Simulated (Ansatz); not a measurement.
Runs of Ansatz 0.2.0 on MgO. It takes space group Fm-3m (No. 225, cubic). The conventional cell has a = 4.194 Å, b = 4.194 Å, c = 4.194 Å, α = 90.00°, β = 90.00°, γ = 90.00°. Mg (site symmetry m-3m) has 6 O at 2.10 Å as nearest neighbours. Around O (site symmetry m-3m) lie 6 Mg at 2.10 Å. The cell is a database's computed one.

| task | level | potentials or basis | cell | k mesh | cutoff (eV) | smearing | basis error allowed | gap on the mesh (eV) | pressure (GPa) | relaxed volume (Å³/atom) |
| --- | --- | --- | --- | --- | --- | --- | --- | --- | --- | --- |
| single point | HSE06 | all-electron PAW datasets made for the crystal | as given | 8 × 8 × 8 | 430 | fermi-dirac 0.05 eV | - | 6.61 | - | - |
| band structure | BLYP | all-electron LAPW, scalar-relativistic | as given | 11 × 11 × 11 | 316 | fermi-dirac 0.05 eV | 0.001 eV/atom | 5.14 | 9.5 | - |
| single point | RPBE | all-electron LAPW, scalar-relativistic | as given | 11 × 11 × 11 | 317 | gaussian 0.05 eV | 0.001 eV/atom | 4.97 | 11.9 | - |
| relaxation of cell and atoms | RPBE+D3(BJ) | all-electron LAPW, scalar-relativistic | relaxed | 11 × 11 × 11 | - | fermi-dirac 0.05 eV | 0.001 eV/atom | 5.86 | 0.0 | (b) |
| relaxation of cell and atoms | LDA | all-electron LAPW, scalar-relativistic | relaxed | 11 × 11 × 11 | - | fermi-dirac 0.05 eV | 0.001 eV/atom | (a) | 0.0 | 9.01 |

Alike in all rows: no spin polarisation.

Question: Estimate the missing entries.

Answer: (a) 5.02; (b) 8.47.

Caveats: an odd mesh through Γ misses points on the zone boundary, where band edges often lie (some runs).

Not every run made on this cell is shown here.
